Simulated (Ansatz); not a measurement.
# Polarity and tunnelling in MgB2/SiC/Mg, part 5 of 6

Both polarities of the barrier in MgB2/SiC/Mg, relaxed and compared. The lower electrode is MgB2 AlB2(0001), the upper one Mg hcp(0001); the barrier is SiC wurtzite(0001) (whole bilayers). In the first transport cell, after relaxation, the nearest pair of electrode and barrier is B–Si at 2.77 Å, along the normal, too long for a bond, at the lower face and Mg–Si at 2.92 Å, at a slant, at the upper one. A gap without bonds adds to the barrier. All share a net of side 3.07 Å, which strains the lower electrode by +0.0 %, the upper one by -3.8 % and the barrier by -0.7 %, against typed lattice constants near PBE's. The first steps treat the bulk electrodes alone.

Ansatz 0.2.0; PBE DFT, plane waves, PAW files (the session's first sound run).

So far, transmission at the Fermi level (a spin, zone mean): step 5 (the open system: T(E), polarity C face on the lower electrode, gap between the …) 0.00862; step 6 (conductance on a fine mesh, polarity C face on the lower electrode, gap between …) 0.00612.

**8. T(E) of the junction, polarity Si face on the lower electrode, gap between the electrodes 12.42 Å**

This step: PBE DFT, plane waves, PAW files; ballistic transmission by layer matching between semi-infinite leads (Ansatz 0.2.0).

System of this step: MgB2/SiC/Mg. The cell holds 36 atoms: 12 B, 16 Mg, 4 Si and 4 C. Its edges and angles: a = 3.070 Å, b = 3.070 Å, c = 70.268 Å, α = 90.0°, β = 90.0°, γ = 120.0°. Regions: left electrode, 17 atoms (12 B and 5 Mg); barrier, 8 atoms (4 Si and 4 C); right electrode, 11 atoms (11 Mg). Vacuum lies along c.

A wide window again for the changed junction, to set beside the first polarity.

input.yaml reads:

```yaml
crystal:
  lattice:
    - [3.07, 0.0, 0.0]
    - [-1.535, 2.6586979896, 0.0]
    - [0.0, 0.0, 70.2675276162]
  atoms:
    - { symbol: B, position: [0.33333333, 0.66666667, 0.0996192728] }
    - { symbol: B, position: [0.66666667, 0.33333333, 0.0996192728] }
    - { symbol: Mg, position: [0.0, 0.0, 0.1246815157] }
    - { symbol: B, position: [0.33333333, 0.66666667, 0.1497437587] }
    - { symbol: B, position: [0.66666667, 0.33333333, 0.1497437587] }
    - { symbol: Mg, position: [0.0, 0.0, 0.1748060016] }
    - { symbol: B, position: [0.33333333, 0.66666667, 0.1998682446] }
    - { symbol: B, position: [0.66666667, 0.33333333, 0.1998682446] }
    - { symbol: Mg, position: [0.0, 0.0, 0.2249304875] }
    - { symbol: B, position: [0.33333333, 0.66666667, 0.2499927305] }
    - { symbol: B, position: [0.66666667, 0.33333333, 0.2499927305] }
    - { symbol: Mg, position: [0.0, 0.0, 0.2750549734] }
    - { symbol: B, position: [0.33333333, 0.66666667, 0.3001172164] }
    - { symbol: B, position: [0.66666667, 0.33333333, 0.3001172164] }
    - { symbol: Mg, position: [0.0, 0.0, 0.3251794594] }
    - { symbol: B, position: [0.33333333, 0.66666667, 0.3499995777] }
    - { symbol: B, position: [0.66666667, 0.33333333, 0.350205116] }
    - { symbol: Si, position: [0.0, 0.0, 0.379035894] }
    - { symbol: C, position: [0.33333333, 0.66666667, 0.3886914872] }
    - { symbol: Si, position: [0.33333333, 0.66666667, 0.4160317765] }
    - { symbol: C, position: [0.0, 0.0, 0.4247411339] }
    - { symbol: Si, position: [0.0, 0.0, 0.4521508612] }
    - { symbol: C, position: [0.33333333, 0.66666667, 0.4607802099] }
    - { symbol: Si, position: [0.33333333, 0.66666667, 0.4884011557] }
    - { symbol: C, position: [0.0, 0.0, 0.4962943327] }
    - { symbol: Mg, position: [0.0, 0.0, 0.5268799457] }
    - { symbol: Mg, position: [0.66666667, 0.33333333, 0.5632121938] }
    - { symbol: Mg, position: [0.0, 0.0, 0.6006753642] }
    - { symbol: Mg, position: [0.66666667, 0.33333333, 0.6381385346] }
    - { symbol: Mg, position: [0.0, 0.0, 0.675601705] }
    - { symbol: Mg, position: [0.66666667, 0.33333333, 0.7130648753] }
    - { symbol: Mg, position: [0.0, 0.0, 0.7505280457] }
    - { symbol: Mg, position: [0.66666667, 0.33333333, 0.7879912161] }
    - { symbol: Mg, position: [0.0, 0.0, 0.8254543865] }
    - { symbol: Mg, position: [0.66666667, 0.33333333, 0.8629175569] }
    - { symbol: Mg, position: [0.0, 0.0, 0.9003807272] }
kpoints:
  mp_grid: { grid: [12, 12, 1] }
scf:
  occupations: { method: fermi_dirac, width: 0.1 }
  max_iter: 150
hamiltonian:
  xc: pbe
output:
  transmission:
    kmesh: [12, 12]
    e_range: [-2.5, 2.5]
    de: 0.1
    leads: [[6, 9], [30, 32]]
  dos: { projected: true, e_range: [-6, 5], de: 0.05 }
  write_potential: true
  write_density: true
  volumetric_format: npy
```

Launch:

```bash
> ansatz run input.yaml --threads 4 --pin off --max-ram 10240MiB --backend cpu --events-out ev --progress --plain --runs-dir out
```

Numbers of over 12 decimals in the logs are rounded to 6 here.

The program printed:

```text
[...]
Crystal: 36 atoms, lattice volume = 573.538 Å³
Basis set: ecut = 420 eV, 11155 PW (Γ)
Bands: 150, of which v1, the nominal top of the filled ones, is band 114 counted from 1 (113 counted from 0)
Symmetry: 6 space group operations
[...]
k-points: 19 of 144 (time reversal used)
[...]
SCF iter   1: F=—  HF=-36199.441366 eV  |F-HF|=—  |Δ(HF+E_count)|=         —  Δρ=1.09e-2  dr2=4.16e2  ethr=1.77e-3  ⟨swp⟩=9.9  Hψ=15347  notcnv=0  defer=251
[...]
SCF iter   9: F=-36198.215884 eV  HF=-36198.215884 eV  |F-HF|=4.43e-8  |Δ(HF+E_count)|=   1.15e-8  Δρ=1.50e-6  dr2=5.60e-8  ethr=4.39e-11  ⟨swp⟩=20.8  Hψ=16959  notcnv=0
SCF 1 converged in 9 iterations: F = -36198.215884 eV  dr2 = 5.60e-8
[...]
transmission: 116 of 1159 steps passed
transmission: 232 of 1159 steps passed
[...]
transmission: 1159 of 1159 steps passed
[...]
SCF converged after 9 iterations
Free energy (F): -36198.215884 eV
[...]
Internal energy: -36197.901424 eV  (E = F + TS)
E sigma→0 (E₀):  -36198.058654 eV
Entropy (-TS):   -0.314461 eV (-8.735 meV/atom)
Fermi energy:    5.726781 eV
[...]
--- Band table (eV; the first three rows and the last of 19) ---
  k-point 0: bands = [... 110 lower, 6.3030, 6.4071, 6.4071, 6.4791, 6.4791, 6.6682, 7.0344, 7.0344, ... 32 higher]
  k-point 1: bands = [... 110 lower, 5.9171, 5.9246, 6.0180, 6.1215, 6.1848, 6.4998, 6.7722, 6.7900, ... 32 higher]
  k-point 2: bands = [... 110 lower, 5.2883, 5.3902, 5.4248, 5.4972, 5.5582, 6.1811, 6.2205, 7.1444, ... 32 higher]
  k-point 18: bands = [... 110 lower, 5.5519, 5.6762, 5.7153, 5.8122, 5.8493, 5.9232, 6.0071, 6.1077, ... 32 higher]
--- Transmission ---
  basis      : 73 plane waves across, 61 finite elements along
  points     : 19, standing for a mesh of 12 x 12
[...]
channels       : 8.194444e-1 a spin
[...]
slowest decay  : 0.1518 /Å at (0.3333, 0.0833)
[...]
channels       : 8.819444e-1 a spin
[...]
slowest decay  : 0.0136 /Å at (0.2500, 0.0833)
  junction   : crystal 0 to crystal 1, 15.50 to 46.85 Å
    transmission   : 5.833901e-3 a spin
[...]
```

Wall time 1.8 min (4 threads of Arm Neoverse V2, shared host); peak memory 2.9 GiB; 6.7 min of CPU time.

Numbers from this step:

```
free energy                                         : -36198.2159 eV
Fermi energy                                        : 5.727 eV
transmission at the Fermi level (a spin, zone mean) : 0.005834
channels of the lower lead                          : 0.8194
channels of the upper lead                          : 0.8819
potential step in the lower lead                    : 91.4 meV
potential step in the upper lead                    : 6.8 meV
```

One spin. Table of transmission, zone mean by energy, zero at the Fermi level:

energy (eV), transmission, zone mean and a bar:
```
    -2.50      0.408 ##############################
    -2.40      0.377 ############################
    -2.20      0.222 ################
    -2.10      0.160 ############
    -2.00      0.187 ##############
    -1.80      0.114 ########
    -1.70      0.101 #######
    -1.60      0.175 #############
    -1.40      0.163 ############
    -1.30      0.185 #############
    -1.20      0.216 ################
    -1.10      0.200 ###############
    -1.00      0.177 #############
    -0.90      0.167 ############
    -0.70      0.062 ####
    -0.60      0.033 ##
    -0.50      0.007 
    -0.30      0.007 
    -0.20      0.009 
    -0.10      0.005 
     0.00      0.006 
     0.10      0.007 
     0.20      0.009 
     0.30      0.005 
     0.50      0.004 
     0.60      0.004 
     0.70      0.004 
     0.90      0.006 
     1.00      0.006 
     1.10      0.008 
     1.30      0.007 
     1.40      0.011 #
     1.60      0.006 
     1.70      0.006 
     1.80      0.008 
     2.00      0.011 #
     2.10      0.009 
     2.20      0.011 #
     2.40      0.013 #
     2.50      0.015 #
```

One spin. The open channels, zone mean by energy, zero at the Fermi level:

```csv
energy (eV),lower lead,upper lead
-2.50,0.896,0.840
-2.40,1.06,0.840
-2.20,1.06,0.840
-2.10,1,0.840
-2.00,0.917,0.812
-1.80,0.882,0.917
-1.70,0.840,0.924
-1.60,0.924,0.924
-1.40,0.715,0.965
-1.30,0.674,1.01
-1.10,0.903,0.965
-1.00,0.903,1.01
-0.90,0.903,1.01
-0.70,0.778,0.882
-0.60,0.694,0.799
-0.50,0.653,0.812
-0.30,0.861,0.840
-0.20,0.819,0.840
-0.10,0.778,0.840
0.00,0.819,0.882
0.10,0.694,0.965
0.20,0.653,0.924
0.30,0.590,1.01
0.50,0.646,0.938
0.60,0.646,0.854
0.70,0.604,1.19
0.90,0.590,1.35
1.00,0.507,1.35
1.10,0.507,1.35
1.30,0.590,1.23
1.40,0.632,1.19
1.60,0.632,1.19
1.70,0.639,1.27
1.80,0.681,1.27
2.00,0.694,1.30
2.10,0.736,1.34
2.20,0.736,1.34
2.40,0.819,1.38
2.50,0.903,1.38
```

Transmission over k1 and k2. At 0.0000 eV from the Fermi level.

Values, 12 rows by 12 columns:
```
0.0182 0.0000 0.0000 0.0000 0.0000 0.0000 0.0000 0.0182 0.0000 0.0000 0.0000 0.0000
0.0109 0.0000 0.0000 0.0000 0.0000 0.0000 0.0000 0.0000 0.0109 0.0000 0.0077 0.0000
0.0020 0.0000 0.0000 0.0000 0.0000 0.0000 0.0000 0.0000 0.0000 0.0020 0.0000 0.0000
0.0109 0.0000 0.0000 0.0000 0.0000 0.0000 0.0000 0.0000 0.0000 0.0000 0.0109 0.0000
0.0182 0.0000 0.0000 0.0000 0.0000 0.0520 0.0520 0.0000 0.0000 0.0000 0.0000 0.0182
0.0505 0.0000 0.0000 0.0000 0.0000 0.0520 0.0000 0.0520 0.0000 0.0000 0.0000 0.0000
0.0182 0.0182 0.0000 0.0000 0.0000 0.0000 0.0520 0.0520 0.0000 0.0000 0.0000 0.0000
0.0109 0.0000 0.0109 0.0000 0.0000 0.0000 0.0000 0.0000 0.0000 0.0000 0.0000 0.0000
0.0020 0.0000 0.0000 0.0020 0.0000 0.0000 0.0000 0.0000 0.0000 0.0000 0.0000 0.0000
0.0109 0.0000 0.0077 0.0000 0.0109 0.0000 0.0000 0.0000 0.0000 0.0000 0.0000 0.0000
0.0182 0.0000 0.0000 0.0000 0.0000 0.0182 0.0000 0.0000 0.0000 0.0000 0.0000 0.0000
0.0505 0.0182 0.0109 0.0020 0.0109 0.0182 0.0505 0.0182 0.0109 0.0020 0.0109 0.0182
```
Columns: k1 (b1) from -0.5 to 0.417; rows upwards: k2 (b2) from -0.5 to 0.417.

Open channels of the lower lead over k1 and k2. At 0.0000 eV from the Fermi level.

Values, 12 rows by 12 columns:
```
2.00 1.00 0.00 0.00 0.00 0.00 1.00 2.00 2.00 2.00 2.00 2.00
2.00 0.00 0.00 0.00 0.00 0.00 0.00 0.00 2.00 2.00 2.00 2.00
2.00 0.00 0.00 0.00 0.00 0.00 0.00 0.00 0.00 2.00 2.00 2.00
2.00 0.00 0.00 0.00 0.00 0.00 0.00 0.00 0.00 0.00 2.00 2.00
2.00 0.00 0.00 0.00 0.00 1.00 1.00 0.00 0.00 0.00 0.00 2.00
2.00 1.00 0.00 0.00 0.00 1.00 0.00 1.00 0.00 0.00 0.00 1.00
2.00 2.00 0.00 0.00 0.00 0.00 1.00 1.00 0.00 0.00 0.00 0.00
2.00 2.00 2.00 0.00 0.00 0.00 0.00 0.00 0.00 0.00 0.00 0.00
2.00 2.00 2.00 2.00 0.00 0.00 0.00 0.00 0.00 0.00 0.00 0.00
2.00 2.00 2.00 2.00 2.00 0.00 0.00 0.00 0.00 0.00 0.00 0.00
2.00 2.00 2.00 2.00 2.00 2.00 1.00 0.00 0.00 0.00 0.00 1.00
2.00 2.00 2.00 2.00 2.00 2.00 2.00 2.00 2.00 2.00 2.00 2.00
```
Columns: k1 (b1) from -0.5 to 0.417; rows upwards: k2 (b2) from -0.5 to 0.417.

Open channels of the upper lead over k1 and k2. At 0.0000 eV from the Fermi level.

Ten even steps from '_' (0.00) to '@' (3.00):
```
**__--------__**________
------__--__------__@@__
----__--------__----____
----------------------__
**--__------------__--**
**__------------------__
****--__------------__--
--__--------------------
--____----__--------__--
--__@@__------__--__----
**________**__--------__
****------******------**
```
Columns: k1 (b1) from -0.5 to 0.417; rows upwards: k2 (b2) from -0.5 to 0.417.

Projected DOS an atom over height of the atomic layer and energy from the Fermi level. Layers: B2 Mg B2 Mg B2 Mg B2 Mg B2 Mg B2 Si C Si C Si C Si C Mg Mg Mg Mg Mg Mg Mg Mg Mg Mg Mg; projections on atoms miss part of the total, and the computed bands can run out at the top of the range; a column is the mean of 2 neighbouring layers, the last of those left over.

Values in states/eV, 22 rows by 15 columns, each cell a mean:
```
0.155 0.164 0.142 0.144 0.119 0.246 0.271 0.279 0.216 0.112 0.041 0.033 0.027 0.032 0.038
0.132 0.135 0.149 0.145 0.114 0.257 0.244 0.238 0.198 0.101 0.039 0.040 0.039 0.042 0.060
0.116 0.103 0.095 0.092 0.086 0.226 0.270 0.286 0.231 0.103 0.050 0.053 0.055 0.053 0.052
0.168 0.148 0.120 0.099 0.113 0.329 0.155 0.107 0.107 0.081 0.071 0.060 0.065 0.056 0.064
0.076 0.083 0.105 0.114 0.105 0.328 0.109 0.035 0.048 0.069 0.080 0.085 0.077 0.084 0.067
0.079 0.082 0.111 0.129 0.108 0.275 0.068 0.026 0.033 0.079 0.089 0.083 0.082 0.080 0.088
0.040 0.055 0.061 0.053 0.061 0.226 0.040 0.017 0.021 0.080 0.082 0.075 0.075 0.074 0.098
0.149 0.092 0.093 0.071 0.087 0.201 0.041 0.017 0.021 0.107 0.106 0.086 0.097 0.108 0.125
0.224 0.101 0.081 0.078 0.081 0.146 0.040 0.013 0.020 0.120 0.124 0.147 0.134 0.133 0.140
0.162 0.154 0.124 0.151 0.138 0.193 0.051 0.019 0.034 0.138 0.129 0.151 0.154 0.129 0.111
0.286 0.195 0.195 0.194 0.181 0.197 0.069 0.052 0.115 0.243 0.123 0.104 0.109 0.125 0.115
0.264 0.178 0.223 0.216 0.209 0.282 0.186 0.206 0.311 0.501 0.139 0.141 0.125 0.134 0.175
0.350 0.208 0.228 0.221 0.224 0.333 0.333 0.355 0.453 0.668 0.219 0.191 0.201 0.196 0.243
0.283 0.252 0.270 0.268 0.263 0.333 0.412 0.421 0.496 0.619 0.232 0.269 0.264 0.273 0.282
0.233 0.322 0.299 0.301 0.326 0.294 0.422 0.541 0.493 0.454 0.246 0.244 0.268 0.255 0.291
0.242 0.282 0.260 0.265 0.278 0.326 0.429 0.553 0.601 0.407 0.300 0.292 0.276 0.305 0.304
0.145 0.228 0.235 0.241 0.230 0.318 0.478 0.562 0.449 0.379 0.232 0.274 0.276 0.256 0.259
0.188 0.239 0.228 0.233 0.234 0.344 0.483 0.432 0.381 0.331 0.261 0.254 0.257 0.228 0.280
0.140 0.189 0.218 0.196 0.189 0.295 0.405 0.399 0.405 0.340 0.253 0.260 0.257 0.282 0.222
0.130 0.210 0.179 0.187 0.206 0.288 0.366 0.322 0.294 0.248 0.200 0.203 0.207 0.202 0.202
0.167 0.193 0.171 0.177 0.173 0.257 0.315 0.292 0.284 0.255 0.231 0.230 0.222 0.237 0.195
0.158 0.166 0.168 0.176 0.161 0.242 0.289 0.297 0.323 0.207 0.185 0.179 0.181 0.175 0.159
```
Columns: height of the atomic layer (Å) from 7.88 to 62.0 (not evenly spaced); rows upwards: energy from the Fermi level (eV) from -6 to 5.

At the Fermi level the transmission is 0.0058, as a zone mean for one spin on this coarse mesh. At the Fermi level the layers of this cell's barrier hold from 0.0077 to 0.16 states an eV and atom. In the worse lead the potential repeats within 91 meV, which the program flags as too much for a lead, so G carries that doubt.

(Part 5 of 6 ends here.)

[Logs are printed without paths, hosts, clocks, repeated set-up lines and the standing remarks that a program may print on its own settings, such as how far it seeks lower states.]

[Hosts, paths, dates, database ids (printed as entryN), source tags and the programs' standing remarks are cut or masked in the printed files.]
